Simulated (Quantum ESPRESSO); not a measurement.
# MoP (P-6m2) in Quantum ESPRESSO: relaxation of the atoms with PBE+D3

Aim: the relaxation of the atoms of MoP with PBE+D3.

Everything below comes from runs of Quantum ESPRESSO 7.5. Logs are shortened: lines on timing, memory, paths and dates and some standing lists are left out, and cuts for length are marked.

**1. The crystal as given**

Symmetry: P-6m2, No. 187, hexagonal system. The conventional cell has a = 3.223 Å, b = 3.223 Å, c = 3.191 Å, α = 90.00°, β = 90.00°, γ = 120.00°. Mo (site symmetry -6m2) is surrounded by 6 P at 2.45 Å. P (site symmetry -6m2) is surrounded by 6 Mo at 2.45 Å.

**2. Relaxation of the atoms, PBE+D3, spin-orbit coupling, no magnetisation**

Input file run.py:

```python
import numpy as np
from ase.calculators.espresso import Espresso, EspressoProfile
from ase import Atoms

atoms = Atoms(['Mo', 'P'],
              cell=[[3.223, 0.0, 0.0], [-1.6115, 2.7911998764, 0.0], [0.0, 0.0, 3.191]],
              scaled_positions=[[0.0, 0.0, 0.0], [0.3333333333, 0.6666666667, 0.5]],
              pbc=True)

input_data = {
    'control': {'calculation': 'scf', 'prefix': 'pwscf', 'outdir': './tmp', 'tprnfor': True, 'tstress': True, 'disk_io': 'low'},
    'system': {'ecutwfc': 80.0, 'nbnd': 32, 'occupations': 'smearing', 'smearing': 'fd', 'degauss': 0.00367493, 'noncolin': True, 'lspinorb': True, 'vdw_corr': 'grimme-d3', 'dftd3_version': 3},
    'electrons': {'conv_thr': 4e-10, 'electron_maxstep': 120, 'mixing_beta': 0.5},
}
pseudopotentials = {'P': 'P.upf', 'Mo': 'Mo.upf'}
profile = EspressoProfile(command='pw.x', pseudo_dir='pseudo')
dft = Espresso(profile=profile, input_data=input_data, pseudopotentials=pseudopotentials, kpts=(4, 4, 3), koffset=(0, 0, 0))
atoms.calc = dft

from ase.optimize import LBFGS
done = LBFGS(atoms, trajectory='opt.traj').run(fmax=0.02, steps=30)
print('converged', done)
print(f'energy {atoms.get_potential_energy():.8f} eV')
print('forces (eV/A)')
print(np.round(atoms.get_forces(), 6))
print('stress (eV/A^3, Voigt)')
print(np.round(atoms.get_stress(), 8))
print(f'Fermi level {dft.get_fermi_level():.4f} eV')
```

Potentials or basis: PseudoDojo 0.4 FR PBE stringent.

Run with:

```console
$ OMP_NUM_THREADS=1 python run.py
```

Log:

```text
Step          Energy          fmax
LBFGS:    0    -2102.646930        0.000000
converged True
energy -2102.64692968 eV
forces (eV/A)
[[-0. -0.  0.]
 [ 0.  0.  0.]]
stress (eV/A^3, Voigt)
[-0.00981602 -0.00981602  0.01976242 -0.         -0.          0.        ]
Fermi level 17.1989 eV
```

espresso.pwi:

```text
&CONTROL
   calculation      = 'scf'
   tstress          = .true.
   tprnfor          = .true.
   outdir           = './tmp'
   prefix           = 'pwscf'
   disk_io          = 'low'
   pseudo_dir       = 'pseudo'
/
&SYSTEM
   nbnd             = 32
   ecutwfc          = 80.0
   occupations      = 'smearing'
   degauss          = 0.00367493
   smearing         = 'fd'
   noncolin         = .true.
   lspinorb         = .true.
   vdw_corr         = 'grimme-d3'
   dftd3_version    = 3
   starting_magnetization(1) = 0.0
   starting_magnetization(2) = 0.0
   ntyp             = 2
   nat              = 2
   ibrav            = 0
/
&ELECTRONS
   electron_maxstep = 120
   conv_thr         = 4e-10
   mixing_beta      = 0.5
/
&IONS
/
&CELL
/
&FCP
/
&RISM
/
ATOMIC_SPECIES
Mo  95.95 Mo.upf
P  30.973761998 P.upf

K_POINTS automatic
4 4 3  0 0 0

CELL_PARAMETERS angstrom
3.22300000000000 0.00000000000000 0.00000000000000
-1.61150000000000 2.79119987640000 0.00000000000000
0.00000000000000 0.00000000000000 3.19100000000000

ATOMIC_POSITIONS angstrom
Mo  0.0000000000 0.0000000000 0.0000000000  
P  -0.0000000002 1.8607999177 1.5955000000
```

espresso.pwo:

```text
This program is part of the open-source Quantum ESPRESSO suite
     for quantum simulation of materials; please cite
         "P. Giannozzi et al., J. Phys.:Condens. Matter 21 395502 (2009);
         "P. Giannozzi et al., J. Phys.:Condens. Matter 29 465901 (2017);
         "P. Giannozzi et al., J. Chem. Phys. 152 154105 (2020);
     in publications or presentations arising from this work. More details at

Warning: card &CELL ignored
Warning: card &FCP ignored
Warning: card &RISM ignored

     Message from routine setup:
     using ibrav=0 with symmetry is DISCOURAGED, use correct ibrav instead

     G-vector sticks info
     --------------------
     sticks:   dense  smooth     PW     G-vecs:    dense   smooth      PW
     Sum         823     823    241                18737    18737    2935

     Using Slab Decomposition

     bravais-lattice index     =            0
     lattice parameter (alat)  =       6.0906  a.u.
     unit-cell volume          =     193.7201 (a.u.)^3
     number of atoms/cell      =            2
     number of atomic types    =            2
     number of electrons       =        19.00
     number of Kohn-Sham states=           32
     kinetic-energy cutoff     =      80.0000  Ry
     charge density cutoff     =     320.0000  Ry
     scf convergence threshold =      4.0E-10
     mixing beta               =       0.5000
     number of iterations used =            8  plain     mixing
     Exchange-correlation= PBE
                           (   1   4   3   4   0   0   0)
     Non magnetic calculation with spin-orbit

     celldm(1)=   6.090587  celldm(2)=   0.000000  celldm(3)=   0.000000
     celldm(4)=   0.000000  celldm(5)=   0.000000  celldm(6)=   0.000000

     crystal axes: (cart. coord. in units of alat)
               a(1) = (   1.000000   0.000000   0.000000 )
               a(2) = (  -0.500000   0.866025   0.000000 )
               a(3) = (   0.000000   0.000000   0.990071 )

     reciprocal axes: (cart. coord. in units 2 pi/alat)
               b(1) = (  1.000000  0.577350 -0.000000 )
               b(2) = (  0.000000  1.154701  0.000000 )
               b(3) = (  0.000000 -0.000000  1.010028 )

     PseudoPot. # 1 for Mo read from file:
     Mo.upf
     Pseudo is Norm-conserving + core correction, Zval = 14.0
     Generated using ONCVPSP code by D. R. Hamann
     Using radial grid of 1640 points, 10 beta functions with:
                l(1) =   0
                l(2) =   0
                l(3) =   1
                l(4) =   1
                l(5) =   1
                l(6) =   1
                l(7) =   2
                l(8) =   2
                l(9) =   2
               l(10) =   2

     PseudoPot. # 2 for P  read from file:
     P.upf
     Pseudo is Norm-conserving + core correction, Zval =  5.0
     Generated using ONCVPSP code by D. R. Hamann
     Using radial grid of 1298 points, 10 beta functions with:
                l(1) =   0
                l(2) =   0
                l(3) =   1
                l(4) =   1
                l(5) =   1
                l(6) =   1
                l(7) =   2
                l(8) =   2
                l(9) =   2
               l(10) =   2

     atomic species   valence    mass     pseudopotential
     Mo               14.00    95.95000     Mo( 1.00)
     P                 5.00    30.97376     P ( 1.00)

     12 Sym. Ops. (no inversion) found

   Cartesian axes

     site n.     atom                  positions (alat units)
         1        Mo     tau(   1) = (   0.0000000   0.0000000   0.0000000  )
         2        P      tau(   2) = (  -0.0000000   0.5773503   0.4950357  )

     --------------------------------------------
     DFT-D3 Dispersion Correction (3-body terms):
     --------------------------------------------
       Reference C6 values for interpolation:

         atom   Coordination number   C6
         P          0.000           383.38
         P          0.995           361.25
         P          2.010           351.11
         P          2.986           303.38
         Mo         0.000          1691.79
         Mo         1.942          1004.01
         Mo        11.056           674.22

       Values used:

         atom   Coordination number  R0_AB[au]  C6      C8
         Mo        11.200            3.547    674.22  77634.20
         P          7.756            3.309    303.38  16807.02

         Molecular C6 ( Ry / a.u.^6 ) =      1880.40

     number of k points=     8  Fermi-Dirac smearing, width (Ry)=  0.0037
                       cart. coord. in units 2pi/alat
        k(    1) = (   0.0000000   0.0000000   0.0000000), wk =   0.0208333
        k(    2) = (   0.0000000   0.0000000   0.3366761), wk =   0.0416667
        k(    3) = (   0.0000000   0.2886751   0.0000000), wk =   0.1250000
        k(    4) = (   0.0000000   0.2886751   0.3366761), wk =   0.2500000
        k(    5) = (   0.0000000  -0.5773503   0.0000000), wk =   0.0625000
        k(    6) = (   0.0000000  -0.5773503   0.3366761), wk =   0.1250000
        k(    7) = (   0.2500000   0.4330127   0.0000000), wk =   0.1250000
        k(    8) = (   0.2500000   0.4330127   0.3366761), wk =   0.2500000

     Dense  grid:    18737 G-vectors     FFT dimensions: (  36,  36,  36)

     Initial potential from superposition of free atoms

     starting charge      18.9984, renormalised to      19.0000
     Starting wfcs are   28 randomized atomic wfcs +    4 random wfcs

     Self-consistent Calculation

     iteration #  1     ecut=    80.00 Ry     beta= 0.50
     Davidson diagonalization with overlap
     ethr =  1.00E-02,  avg # of iterations =  4.6

     total energy              =    -154.44494417 Ry
     estimated scf accuracy    <       0.26430123 Ry

     iteration #  2     ecut=    80.00 Ry     beta= 0.50
     Davidson diagonalization with overlap
     ethr =  1.39E-03,  avg # of iterations =  2.0

     total energy              =    -154.51309653 Ry
     estimated scf accuracy    <       0.14148958 Ry

     iteration #  3     ecut=    80.00 Ry     beta= 0.50
     Davidson diagonalization with overlap
     ethr =  7.45E-04,  avg # of iterations =  1.2
[... 29 lines left out ...]
     total energy              =    -154.54171240 Ry
     estimated scf accuracy    <       0.00000001 Ry

     iteration #  8     ecut=    80.00 Ry     beta= 0.50
     Davidson diagonalization with overlap
     ethr =  7.24E-11,  avg # of iterations =  2.9

     total energy              =    -154.54171240 Ry
     estimated scf accuracy    <          1.4E-09 Ry

     iteration #  9     ecut=    80.00 Ry     beta= 0.50
     Davidson diagonalization with overlap
     ethr =  7.24E-12,  avg # of iterations =  2.2

     End of self-consistent calculation

          k = 0.0000 0.0000 0.0000 (  2375 PWs)   bands (ev):

   -43.8013 -43.8013 -19.5426 -19.5426 -17.1281 -17.1281 -16.9370 -16.9370
     3.4720   3.4720  13.1962  13.1962  14.0801  14.0801  14.1493  14.1493
    16.7104  16.7104  17.5953  17.5953  17.6936  17.6936  21.5150  21.5150
    21.5438  21.5438  22.9937  22.9937  26.3158  26.3399  26.3816  26.3830

          k = 0.0000 0.0000 0.3367 (  2333 PWs)   bands (ev):

   -43.7859 -43.7859 -19.6112 -19.6112 -17.2647 -17.2647 -16.9156 -16.9156
     5.0392   5.0392  10.8073  10.8073  14.6164  14.6665  14.6665  14.7177
    15.7071  15.8255  15.8255  15.8543  17.7247  17.7247  21.0486  21.0511
    21.0511  21.1143  24.2492  24.2492  28.2420  28.2420  28.5323  28.5323

          k = 0.0000 0.2887 0.0000 (  2349 PWs)   bands (ev):

   -43.7850 -43.7850 -19.5916 -19.5916 -17.1707 -17.1707 -17.0356 -17.0356
     4.5334   4.5334  11.9380  11.9380  14.0676  14.0676  14.4276  14.4276
    15.0016  15.0016  17.2778  17.2778  19.1740  19.1740  20.1261  20.1261
    20.6373  20.6373  24.4567  24.4567  27.0594  27.0594  28.3418  28.3422

          k = 0.0000 0.2887 0.3367 (  2345 PWs)   bands (ev):

   -43.7700 -43.7700 -19.6491 -19.6483 -17.2944 -17.2929 -17.0179 -17.0176
     5.5991   5.6093  11.2916  11.2942  13.0877  13.1393  13.9820  13.9969
    15.1579  15.2257  16.8138  16.8417  18.4910  18.5623  20.7703  20.8220
    22.2351  22.2681  24.7730  24.7759  27.1374  27.1805  28.3596  28.3603

          k = 0.0000-0.5774 0.0000 (  2344 PWs)   bands (ev):

   -43.7686 -43.7686 -19.6444 -19.6444 -17.2527 -17.2527 -17.0858 -17.0858
     6.1150   6.1150  10.1300  10.1300  13.4568  13.4568  13.6554  13.6554
    16.1250  16.1250  16.9480  16.9480  19.1295  19.1295  19.7642  19.7642
    22.0562  22.0562  23.5540  23.5540  25.7667  25.7667  29.1179  29.1179

          k = 0.0000-0.5774 0.3367 (  2334 PWs)   bands (ev):

   -43.7541 -43.7541 -19.6910 -19.6894 -17.3386 -17.3353 -17.0972 -17.0963
     6.2868   6.3108  10.6879  10.7111  12.5040  12.6109  13.3806  13.3865
    15.9331  15.9968  18.5551  18.6752  18.7390  18.7874  20.9060  21.0340
    21.9961  22.0353  23.3205  23.3321  24.9649  24.9688  28.0060  28.0127

          k = 0.2500 0.4330 0.0000 (  2337 PWs)   bands (ev):

   -43.7686 -43.7686 -19.6496 -19.6342 -17.2189 -17.2111 -17.1352 -17.1210
     6.0054   6.0665  10.8006  10.8008  12.9766  13.0588  13.6774  13.7076
    16.1881  16.2650  16.3221  16.3479  18.0670  18.0704  19.4234  19.4894
    23.1871  23.2437  25.1374  25.1730  28.3290  28.3304  28.3471  28.4267

          k = 0.2500 0.4330 0.3367 (  2328 PWs)   bands (ev):

   -43.7541 -43.7541 -19.6941 -19.6822 -17.3184 -17.3101 -17.1361 -17.1108
     6.3097   6.3375  11.2439  11.2621  11.9338  11.9664  13.2198  13.2652
    15.5832  15.6440  18.9691  19.0698  19.1992  19.2168  20.3896  20.4693
    21.9903  22.0917  23.9403  24.0216  25.7107  25.8751  27.1308  27.2018

     the Fermi energy is    17.1989 ev

!    total energy              =    -154.54171240 Ry
     estimated scf accuracy    <          1.6E-11 Ry
     smearing contrib. (-TS)   =      -0.00044896 Ry
     internal energy E=F+TS    =    -154.54126344 Ry

     The total energy is F=E-TS. E is the sum of the following terms:
     one-electron contribution =     -27.96742903 Ry
     hartree contribution      =      24.84367913 Ry
     xc contribution           =     -24.95046576 Ry
     ewald contribution        =    -126.41765158 Ry
     DFT-D3 Dispersion         =      -0.04939620 Ry

     convergence has been achieved in   9 iterations

     Forces acting on atoms (cartesian axes, Ry/au):

     atom    1 type  1   force =    -0.00000000   -0.00000000    0.00000000
     atom    2 type  2   force =     0.00000000    0.00000000    0.00000000

     Total force =     0.000000     Total SCF correction =     0.000000

     Computing stress (Cartesian axis) and pressure

          total   stress  (Ry/bohr**3)                   (kbar)     P=       -0.07
   0.00010691  -0.00000000   0.00000000           15.73       -0.00        0.00
   0.00000000   0.00010691   0.00000000            0.00       15.73        0.00
   0.00000000   0.00000000  -0.00021524            0.00        0.00      -31.66

=------------------------------------------------------------------------------=
   JOB DONE.
=------------------------------------------------------------------------------=
```

It took 22 s on 1 thread of Intel Xeon at 2.80GHz (Skylake/Cascade Lake), shared host; peak memory 0.11 GiB.

What came out:

```
Free energy             : -2102.6471 eV
Pressure after relaxing : 0.0 GPa
Band gap on the k mesh  : none (metal or under the smearing width)
```

Final structure:
```
Mo P
1.0
     3.22300    0.00000    0.00000
    -1.61150    2.79120    0.00000
     0.00000    0.00000    3.19100
Mo P
1 1
Cartesian
  0.0000 0.0000 0.0000
  0.0000 1.8608 1.5955
```

Levels at points of the mesh, in eV from the Fermi level:
| k point | band 17 | band 18 | band 19 | band 20 | band 21 | band 22 |
| --- | --- | --- | --- | --- | --- | --- |
| (0.00, 0.00, 0.00) | -0.49 | -0.49 | 0.40 | 0.40 | 0.49 | 0.49 |
| (0.00, -0.50, 0.00) | -1.07 | -1.07 | -0.25 | -0.25 | 1.93 | 1.93 |

Caveat: the k mesh is coarse (spacing up to 0.66 Å⁻¹), so the values aren't converged; the relaxation stopped at its first step, so nothing moved; pairwise dispersion overbinds metals, which lowers pressure and volume.
